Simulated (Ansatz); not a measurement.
Runs of Ansatz 0.2.0 on SnO2 (Cassiterite). Symmetry: P4_2/mnm, No. 136, tetragonal system. Conventional cell: a = 4.738 Å, b = 4.738 Å, c = 3.187 Å, α = 90.00°, β = 90.00°, γ = 90.00°. Sn (site symmetry mmm) is surrounded by 6 O at 2.05 to 2.06 Å. O (site symmetry m2m) is surrounded by 3 Sn at 2.05 to 2.06 Å. 

```csv
level,cutoff (eV),gap on the mesh (eV),pressure (GPa),largest force (eV/Å)
RPBE,420,1.37,15.4,0.31
LDA,420,1.13,(a),0.15
revPBE,420,1.35,14.2,(b)
PBEsol,420,1.18,4.7,0.21
BLYP,420,1.32,16.7,0.35
r2SCAN,500,1.96,3.3,0.24
```

Alike in all rows: task band structure; potentials or basis Ansatz PAW; no spin polarisation; cell as given; k mesh 6 × 6 × 8; smearing fermi-dirac 0.05 eV.

Task: Estimate the missing entries.

Result: (a) -0.7; (b) 0.30.

Caveats: spin-orbit coupling is left out, which moves the levels of the heavy elements; the PAW data sets come from PBE, with cores solved anew for the run's functional, which leaves a small shift of forces and pressure.

A k mesh can miss the band edges, and the runs leave out spin-orbit coupling on Sn.

Runs at the PBE level aren't shown here.
